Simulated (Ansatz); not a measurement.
Predicting a hybrid from its neighbours: C3H6O (propionaldehyde)

C3H6O has 10 atoms, charge 0, and is taken as a singlet. SMILES: `CCC=O`. The coordinates come from a PBE0-D4/def2-TZVP relaxation. This is one conformer, not always the lowest.

The HOMO–LUMO gap y, in eV, basis cc-pVDZ; a is the functional's share of exact exchange. Programs: Ansatz 0.2.0.

```
functional  program     a  y (eV)
    revPBE   Ansatz     0    3.94
       PBE   Ansatz     0    3.89
     B3LYP   Ansatz   0.2    6.23
   r2SCAN0   Ansatz  0.25    7.12
      PBE0   Ansatz  0.25       ?
     BHLYP   Ansatz   0.5    9.66
```

Fit y = c + s·a to the known rows and predict PBE0.


1. Means of the 5 rows: a = 0.1900, y = 6.168.
2. Σ(Δa)² = 0.172, Σ(Δa·Δy) = 1.9964, so the slope is 1.9964/0.172 = 11.607.
3. Intercept: 6.168 − (11.607) × 0.1900 = 3.963. The largest residual of the fit is 0.26.
4. PBE0: 3.963 + (11.607) × 0.25 = 6.86 eV.

The run gave 6.75 eV, so the prediction is off by +0.11 eV, within the scatter of the fit. Exact exchange lowers occupied levels and raises empty ones.
